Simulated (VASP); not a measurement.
Crystal: CdTe.

```xyz
2
Lattice="0.0000 3.2050 3.2050 3.2050 0.0000 3.2050 3.2050 3.2050 0.0000" Properties=species:S:1:pos:R:3 pbc="T T T"
Te    4.8075    4.8075    4.8075
Cd    0.0000    0.0000    0.0000
```

```yaml
Program: VASP 6.6.1
Task: relaxation of cell and atoms
Functional: PBE
Potentials_or_basis: VASP PAW PBE potentials, release 64 (Te, Cd)
Cutoff: 600 eV
k_mesh: 7 × 7 × 7
Occupations: fermi-dirac, width 0.05 eV
Spin: no spin polarisation
```

At the start: pressure 4.4 GPa; volume 32.92 Å³/atom.

**Question.** How do energy, volume and symmetry change on relaxing?

**Answer.** Over 3 steps the energy falls by 42.0 meV/atom and the volume is 36.31 Å³/atom (+10.3 %); space group F-43m (No. 216, to 0.05 Å).

Step by step:
| step | energy change (eV) | largest force (eV/Å) | pressure (GPa) | volume (Å³) |
| --- | --- | --- | --- | --- |
| 1 | 0.0000 | 0.0000 | 4.36 | 65.84 |
| 2 | -0.0778 | 0.0000 | -0.93 | 74.75 |
| 3 | -0.0841 | 0.0000 | 0.02 | 72.61 |

Final structure:
```cif
data_structure
_symmetry_space_group_name_H-M 'P 1'
_symmetry_Int_Tables_number 1
_cell_length_a 4.6828
_cell_length_b 4.6828
_cell_length_c 4.6828
_cell_angle_alpha 60.000
_cell_angle_beta 60.000
_cell_angle_gamma 60.000
_cell_volume 72.61
loop_
_atom_site_label
_atom_site_type_symbol
_atom_site_fract_x
_atom_site_fract_y
_atom_site_fract_z
_atom_site_occupancy
Te1 Te 0.75000 0.75000 0.75000 1
Cd1 Cd 0.00000 0.00000 0.00000 1
```

Caveat: the volume moved by +10 % from the deposited cell, more than functionals usually miss.
